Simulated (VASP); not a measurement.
# Cu in VASP: relaxation of the atoms with PBEsol

Aim: the relaxation of the atoms of Cu with PBEsol.

Everything below comes from runs of VASP 6.6.1. Logs are shortened: lines on timing, memory, paths and dates and some standing lists are left out, and cuts for length are marked.

## (1) The structure

The cell holds a slab with vacuum, 9 atoms: a = 2.524 Å, b = 2.524 Å, c = 29.276 Å, α = 90.00°, β = 90.00°, γ = 90.00°.

The cell was built by a generator and needn't be a form met in nature.

## (2) Relaxation of the atoms, PBEsol

The input, INCAR:

```
PREC = Accurate
ENCUT = 520
EDIFF = 1E-6
ISMEAR = 1
SIGMA = 0.2
LREAL = False
LASPH = True
NELM = 80
ALGO = Normal
ISIF = 2
LWAVE = False
LCHARG = False
GGA = PS
IBRION = 2
NSW = 60
EDIFFG = -0.01
KPAR = 8
```

The input, KPOINTS:

```
regular mesh
0
Gamma
  18 18 1
```

The input, POSCAR:

```
Cu
1.0
    2.5236641021      0.0000000000      0.0000000000
    0.0000000000      2.5236641021      0.0000000000
    0.0000000000      0.0000000000     29.2760000000
Cu
9
Direct
    0.0000000000      0.0000000000      0.2561825386
    0.5000000000      0.5000000000      0.3171369039
    0.0000000000      0.0000000000      0.3780912693
    0.5000000000      0.5000000000      0.4390456346
    0.0000000000      0.0000000000      0.5000000000
    0.5000000000      0.5000000000      0.5609543654
    0.0000000000      0.0000000000      0.6219087307
    0.5000000000      0.5000000000      0.6828630961
    0.0000000000      0.0000000000      0.7438174614
```

Potentials or basis: VASP PAW PBE potentials, release 64 (Cu).

Launch:

```bash
$ cat potpaw_PBE.64/Cu/POTCAR > POTCAR
$ mpirun -np 8 vasp_std > vasp.out
```

OUTCAR:

```text
PREC = Accurate
   ENCUT = 520
   EDIFF = 1E-6
   ISMEAR = 1
   LREAL = False
   LASPH = True
   NELM = 80
   ISIF = 2
   GGA = PS
   IBRION = 2
   NSW = 60
   EDIFFG = -0.01

 ion  position               nearest neighbor table
   1  0.000  0.000  0.256-   2 2.52   2 2.52   2 2.52   2 2.52
   2  0.500  0.500  0.317-   1 2.52   1 2.52   1 2.52   1 2.52   3 2.52   3 2.52   3 2.52   3 2.52

   3  0.000  0.000  0.378-   4 2.52   4 2.52   4 2.52   4 2.52   2 2.52   2 2.52   2 2.52   2 2.52

   4  0.500  0.500  0.439-   3 2.52   3 2.52   3 2.52   3 2.52   5 2.52   5 2.52   5 2.52   5 2.52

   5  0.000  0.000  0.500-   4 2.52   6 2.52   4 2.52   6 2.52   4 2.52   6 2.52   4 2.52   6 2.52

   6  0.500  0.500  0.561-   7 2.52   7 2.52   7 2.52   7 2.52   5 2.52   5 2.52   5 2.52   5 2.52

   7  0.000  0.000  0.622-   6 2.52   6 2.52   6 2.52   6 2.52   8 2.52   8 2.52   8 2.52   8 2.52

   8  0.500  0.500  0.683-   9 2.52   9 2.52   9 2.52   9 2.52   7 2.52   7 2.52   7 2.52   7 2.52

   9  0.000  0.000  0.744-   8 2.52   8 2.52   8 2.52   8 2.52

  LATTYP: Found a simple tetragonal cell.
 ALAT       =     2.5236641021
 C/A-ratio  =    11.6005929536

  Lattice vectors:

 A1 = (   2.5236641021,   0.0000000000,   0.0000000000)
 A2 = (   0.0000000000,   2.5236641021,   0.0000000000)
 A3 = (   0.0000000000,   0.0000000000,  29.2760000000)

Analysis of symmetry for initial positions (statically):
=====================================================================
 Subroutine PRICEL returns:
 Original cell was already a primitive cell.

 Routine SETGRP: Setting up the symmetry group for a
 simple tetragonal supercell.

 Subroutine GETGRP returns: Found 16 space group operations
 (whereof 16 operations were pure point group operations)
 out of a pool of 16 trial point group operations.

The static configuration has the point symmetry D_4h.

Analysis of symmetry for dynamics (positions and initial velocities):
=====================================================================
 Subroutine PRICEL returns:
 Original cell was already a primitive cell.

 Routine SETGRP: Setting up the symmetry group for a
 simple tetragonal supercell.

 Subroutine GETGRP returns: Found 16 space group operations
 (whereof 16 operations were pure point group operations)
 out of a pool of 16 trial point group operations.

The dynamic configuration has the point symmetry D_4h.

 Subroutine INISYM returns: Found 16 space group operations
 (whereof 16 operations are pure point group operations),
 and found     1 'primitive' translations

----------------------------------------------------------------------------------------

                                     Primitive cell

  volume of cell :     186.4553

  direct lattice vectors                    reciprocal lattice vectors
     2.523664102  0.000000000  0.000000000     0.396249247  0.000000000  0.000000000
     0.000000000  2.523664102  0.000000000     0.000000000  0.396249247  0.000000000
     0.000000000  0.000000000 29.276000000     0.000000000  0.000000000  0.034157672

  length of vectors
     2.523664102  2.523664102 29.276000000     0.396249247  0.396249247  0.034157672

  position of ions in fractional coordinates (direct lattice)
     0.000000000  0.000000000  0.256182539
     0.500000000  0.500000000  0.317136904
     0.000000000  0.000000000  0.378091269
     0.500000000  0.500000000  0.439045635
     0.000000000  0.000000000  0.500000000
     0.500000000  0.500000000  0.560954365
     0.000000000  0.000000000  0.621908731
     0.500000000  0.500000000  0.682863096
     0.000000000  0.000000000  0.743817461

  ion indices of the primitive-cell ions
   primitive index   ion index
                 1           1
                 2           2
                 3           3
                 4           4
                 5           5
                 6           6
                 7           7
                 8           8
                 9           9

----------------------------------------------------------------------------------------

 KPOINTS: regular mesh

Automatic generation of k-mesh.
 Grid dimensions read from file:
 generate k-points for:   18   18    1

 Generating k-lattice:

  Cartesian coordinates                     Fractional coordinates (reciprocal lattice)
     0.022013847  0.000000000  0.000000000     0.055555556  0.000000000  0.000000000
     0.000000000  0.022013847  0.000000000     0.000000000  0.055555556  0.000000000
     0.000000000  0.000000000  0.034157672     0.000000000  0.000000000  1.000000000

  Length of vectors
     0.022013847  0.022013847  0.034157672

  Shift w.r.t. Gamma in fractional coordinates (k-lattice)
     0.000000000  0.000000000  0.000000000

 Subroutine IBZKPT returns following result:
 ===========================================

 Found     55 irreducible k-points:

 Following reciprocal coordinates:
            Coordinates               Weight
  0.000000  0.000000  0.000000      1.000000
  0.055556  0.000000  0.000000      4.000000
  0.111111  0.000000  0.000000      4.000000
  0.166667  0.000000  0.000000      4.000000
  0.222222  0.000000  0.000000      4.000000
  0.277778  0.000000  0.000000      4.000000
[... 16 lines left out ...]
  0.277778  0.111111  0.000000      8.000000
  0.333333  0.111111  0.000000      8.000000
 [... further k-points ...]
   k-points           NKPTS =     55   k-points in BZ     NKDIM =     55   number of bands    NBANDS=     59
   number of dos      NEDOS =    301   number of ions     NIONS =      9
   total plane-waves  NPLWV =  89600
   dimension x,y,z NGX =    20 NGY =   20 NGZ =  224
   dimension x,y,z NGXF=    40 NGYF=   40 NGZF=  448
   ions per type =               9
   NGX,Y,Z   is equivalent  to a cutoff of  13.17, 13.17, 12.72 a.u.
   NGXF,Y,Z  is equivalent  to a cutoff of  26.35, 26.35, 25.44 a.u.
 SYSTEM =  unknown system
   PREC   = accura    normal or accurate (medium, high low for compatibility)
   ISTART =      0    job   : 0-new  1-cont  2-samecut
   ICHARG =      2    charge: 1-file 2-atom 10-const
   ISPIN  =      1    spin polarized calculation?
   LNONCOLLINEAR =      F non collinear calculations
   LSORBIT =      F    spin-orbit coupling
   LASPH  =      T    aspherical Exc in radial PAW
   ENCUT  =  520.0 eV  38.22 Ry    6.18 a.u.   4.69  4.69 54.43*2*pi/ulx,y,z
   NELM   =     80;   NELMIN=  2; NELMDL= -5     # of ELM steps
   EDIFF  = 0.1E-05   stopping-criterion for ELM
   LREAL  =      F    real-space projection
   EDIFFG = -.1E-01   stopping-criterion for IOM
   NSW    =     60    number of steps for IOM
   IBRION =      2    ionic relax: 0-MD 1-quasi-New 2-CG
   NFREE  =      1    steps in history (QN), initial steepest desc. (CG)
   ISIF   =      2    stress and relaxation
   ISYM   =      2    0-nonsym 1-usesym 2-fastsym
   POTIM  = 0.5000    time-step for ionic-motion
   TEBEG  =    0.0;   TEEND  =   0.0 temperature during run
   PSTRESS=    0.0 pullay stress
   NELECT =      99.0000    total number of electrons
   NUPDOWN=      -1.0000    fix difference up-down
   EMIN   =  10.00;   EMAX   =-10.00  energy-range for DOS
   EFERMI =   0.00;   METHOD = LEGACY
   ISMEAR =     1;   SIGMA  =   0.20  broadening in eV -4-tet -1-fermi 0-gaus
   EFERMI_NEDOS =   21; number of points for ismear=-14 and -15
   IALGO  =     38    algorithm
   IMIX   =      4    mixing-type and parameters
     AMIX     =   0.40;   BMIX     =  1.00
     AMIX_MAG =   1.60;   BMIX_MAG =  1.00
  volume/ion in A,a.u.               =      20.72       139.81
  Fermi-wavevector in a.u.,A,eV,Ry     =   1.325648  2.505112 23.910105  1.757343
  Thomas-Fermi vector in A             =   2.455094
   LORBIT       =      0    0 simple, 1 ext, 2 COOP (PROOUT), +10 PAW based schemes
   GGA     = PS    functional components
   LHFCALC =     F    Hartree Fock is set to
   AEXX    =    0.0000 exact exchange contribution
   IVDW    =     0    specifies the selected vdW correction
   LEPSILON=     F    determine dielectric tensor
   LRPA    =     F    only Hartree local field effects (RPA)
 conjugate gradient relaxation of ions
 non-spin polarized calculation
 Methfessel and Paxton  Order N= 1 SIGMA  =   0.20
  energy-cutoff  :      520.00
  volume of cell :      186.46
 maximum number of plane-waves:      5097
 NGX is ok and might be reduce to    20
   NGX =  9   NGY =  9   NGZ =109

--------------------------------------- Ionic step        1  -------------------------------------------

 number of electron      98.9999976 magnetization

 Free energy of the ion-electron system (eV)
  ---------------------------------------------------
  ext. energy  EPLUGINS =         0.00000000
  ---------------------------------------------------
  free energy    TOTEN  =       -37.34023242 eV

  energy without entropy =      -37.33093539  energy(sigma->0) =      -37.33713341

------------------------ aborting loop because EDIFF is reached ----------------------------------------

  FORCE on cell =-STRESS in cart. coord.  units (eV):
  Direction    XX          YY          ZZ          XY          YZ          ZX
  --------------------------------------------------------------------------------------
  -------------------------------------------------------------------------------------
  Total       -1.9306830     -1.9306830     -0.7938654      0.0000000      0.0000000     -0.0000000
  in kB      -16.5900129    -16.5900129     -6.8215433      0.0000000      0.0000000     -0.0000000
  external PRESSURE =     -13.3338564 kB  Pullay stress =       0.0000000 kB
[... 329 lines left out ...]
  energy  without entropy=      -37.3432278408  energy(sigma->0) =      -37.34903485

--------------------------------------- Ionic step        9  -------------------------------------------

 number of electron      98.9999979 magnetization

 Free energy of the ion-electron system (eV)
  ---------------------------------------------------
  ext. energy  EPLUGINS =         0.00000000
  ---------------------------------------------------
  free energy    TOTEN  =       -37.35201173 eV

  energy without entropy =      -37.34334044  energy(sigma->0) =      -37.34912130

 E-fermi :   2.2635     XC(G=0):  -7.8363

 val. band max:        2.2612069249   @ k =   0.4444   0.2222   0.0000
 cond. band min:       2.2648867484   @ k =   0.2222   0.0556   0.0000
 fundamental gap:      0.0036798235
 Fermi energy:         2.2635286814

 k-point     1 :       0.0000    0.0000    0.0000
  band No.  band energies     occupation
      1      -7.2695      2.00000
      2      -6.8746      2.00000
      3      -6.2265      2.00000
      4      -5.3396      2.00000
      5      -4.3191      2.00000
      6      -3.4063      2.00000
[... 1477 lines left out ...]
     58       7.8734      0.00000
     59       8.3488      0.00000

 [... further k-points ...]

------------------------ aborting loop because EDIFF is reached ----------------------------------------

  FORCE on cell =-STRESS in cart. coord.  units (eV):
  Direction    XX          YY          ZZ          XY          YZ          ZX
  --------------------------------------------------------------------------------------
  -------------------------------------------------------------------------------------
  Total       -1.5505025     -1.5505025     -0.3127992      0.0000000      0.0000000      0.0000000
  in kB      -13.3231899    -13.3231899     -2.6878272      0.0000000      0.0000000      0.0000000
  external PRESSURE =      -9.7780690 kB  Pullay stress =       0.0000000 kB
[... 24 lines left out ...]
  FREE ENERGIE OF THE ION-ELECTRON SYSTEM (eV)
  ---------------------------------------------------
  free  energy   TOTEN  =       -37.3520117304 eV

  energy  without entropy=      -37.3433404399  energy(sigma->0) =      -37.34912130

 reached required accuracy - stopping structural energy minimisation
```

Run time: 6.3 min. Hardware: 8 MPI ranks of AMD EPYC 9R45 (Zen 5), shared host; peak memory 0.6 GiB.

Results:

- Free energy: -37.3520 eV
- Energy gained by relaxing: 1.3 meV/atom
- Ionic steps: 9
- Largest force after relaxing: 0.008 eV/Å
- Band gap on the k mesh: none (metal or under the smearing width)

Forces on the atoms (eV/Å):
```
Cu   0.000  0.000  0.008
Cu   0.000  0.000  0.006
Cu   0.000  0.000  0.007
Cu   0.000  0.000  0.001
Cu   0.000  0.000  0.000
Cu   0.000  0.000 -0.001
Cu   0.000  0.000 -0.007
Cu   0.000  0.000 -0.006
Cu   0.000  0.000 -0.008
```

The path:
| step | energy change (eV) | largest force (eV/Å) | pressure (GPa) |
| --- | --- | --- | --- |
| 1 | 0.0000 | 0.2366 | -1.33 |
| 2 | -0.0077 | 0.1342 | -1.27 |
| 3 | -0.0104 | 0.0735 | -1.14 |
| 4 | -0.0104 | 0.0756 | -1.06 |
| 5 | -0.0111 | 0.0362 | -1.07 |
| 6 | -0.0115 | 0.0325 | -1.03 |
| 7 | -0.0115 | 0.0377 | -0.99 |
| 8 | -0.0117 | 0.0155 | -0.97 |
| 9 | -0.0118 | 0.0079 | -0.98 |

Final structure:
```
Cu
1.0
     2.52366    0.00000    0.00000
     0.00000    2.52366    0.00000
     0.00000    0.00000   29.27600
Cu
9
Direct
  0.00000 0.00000 0.25728
  0.50000 0.50000 0.31649
  0.00000 0.00000 0.37779
  0.50000 0.50000 0.43891
  0.00000 0.00000 0.50000
  0.50000 0.50000 0.56109
  0.00000 0.00000 0.62221
  0.50000 0.50000 0.68351
  0.00000 0.00000 0.74272
```

Levels at points of the mesh, in eV from the Fermi level:
```csv
k point,band 48,band 49,band 50,band 51,band 52,band 53
"(0.00, 0.00, 0.00)",-1.55,-1.50,-1.50,-1.50,-1.50,-0.55
"(0.50, 0.00, 0.00)",-0.53,-0.44,-0.34,-0.28,-0.26,-0.07
"(0.50, 0.50, 0.00)",2.52,2.52,3.57,3.57,4.84,4.84
```

Caveat: the PAW data sets were made with another functional, which shifts forces and pressure a little.
